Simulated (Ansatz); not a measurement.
**Equation of state of Ta under PBEsol**

Symmetry: Fm-3m, No. 225, cubic system. The conventional cell has a = 4.220 Å, b = 4.220 Å, c = 4.220 Å, α = 90.00°, β = 90.00°, γ = 90.00°. Ta (site symmetry m-3m) has 12 Ta at 2.98 Å as nearest neighbours.

This isn't the form of Ta at room conditions, which is bcc.

The cell was scaled at fixed shape and fractions and run with Ansatz, all-electron LAPW, scalar-relativistic; PBEsol, k mesh 11 × 11 × 11 on the cell of 1 atom, fermi-dirac occupations of 0.05 eV, no spin polarisation, no spin-orbit coupling. Energies are those that the program minimises, any entropy of the smearing included. For a metal such a mesh isn't converged to the digits shown.

| V (Å³/atom) | energy over the lowest row (meV/atom) |
| --- | --- |
| 17.6606 | 10.68 |
| 18.0363 | 0.33 |
| 18.4121 | 0.00 |
| 18.7879 | 8.80 |
| 19.1636 | ? |
| 19.5394 | 50.76 |
| 19.9151 | 82.50 |

Fit the third-order Birch-Murnaghan form, give V0, B0 and B′, and predict the energy left open.

With y = (V0/V)^(2/3), E = E0 + (9 V0 B0/16) [(y - 1)³ B′ + (y - 1)² (6 - 4y)]. Least squares through the rows shown give V0 = 18.2359 Å³/atom, E0 = -1.04 meV, B0 = 197.4 GPa (1 eV/Å³ = 160.218 GPa) and B′ = 3.43, with a largest miss of 0.01 meV. At V = 19.1636 the form with these constants gives 25.97 meV; the run gave 25.96 meV an atom.

The fitted minimum lies at 18.2359 Å³/atom, below the volume of the listed cell, so that cell is slightly expanded for this functional. A bulk modulus of 197.4 GPa marks a stiff metal, as expected for Ta: its partly filled d band occupies mainly bonding states, whose strong cohesion resists expansion. Under compression, the rising kinetic energy of the sp electrons and the overlap with the ion cores push back. This repulsion grows faster than the d bonding, which is why the curve is steeper on the small-volume side and B′ is positive.

The open energy is reproduced almost exactly, but it lies between computed volumes, so it tests the smoothness of the curve more than its reach. B′ rests largely on the expanded side, where most of the points lie, and is probably less secure than V0 for strong compression. A minimum against uniform scaling also doesn't make the fcc form metastable, since a tetragonal shear along the Bain path towards bcc could still lower the energy.
